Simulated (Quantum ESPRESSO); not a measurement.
Crystal: InP.

```
In P
1.0
     0.00000    2.93050    2.93050
     2.93050    0.00000    2.93050
     2.93050    2.93050    0.00000
In P
1 1
Direct
  0.00000 0.00000 0.00000
  0.75000 0.75000 0.75000
```

* Program: Quantum ESPRESSO 7.5
* Task: phonons
* Functional: PBE
* Potentials or basis: Ansatz NC SR PBE
* Cutoff: 952 eV
* Density cutoff: 3810 eV
* k mesh: 4 × 4 × 4, shifted
* Occupations: fermi-dirac, width 0.05 eV
* Spin: no spin polarisation
* Mixing beta: 0.5
* Most SCF iterations: 120
* SCF threshold: 4e-10 Ry

The first run showed a gap, so the response started from a second, tighter run with fixed occupations.

Task: Which optical modes does the crystal have at the zone centre, and which show in infrared and Raman spectra?

Result: The optical modes are T2. Infrared active: T2. Raman active: T2.

Optical modes at Γ, degenerate ones joined, polar ones without the macroscopic field:
```
cm⁻¹  components  symmetry     active in  IR intensity, summed ((D/Å)²/amu)
 304           3        T2  IR and Raman                              18.96
```

Caveat: the cell is more than 3 GPa from zero pressure, which shifts response properties.
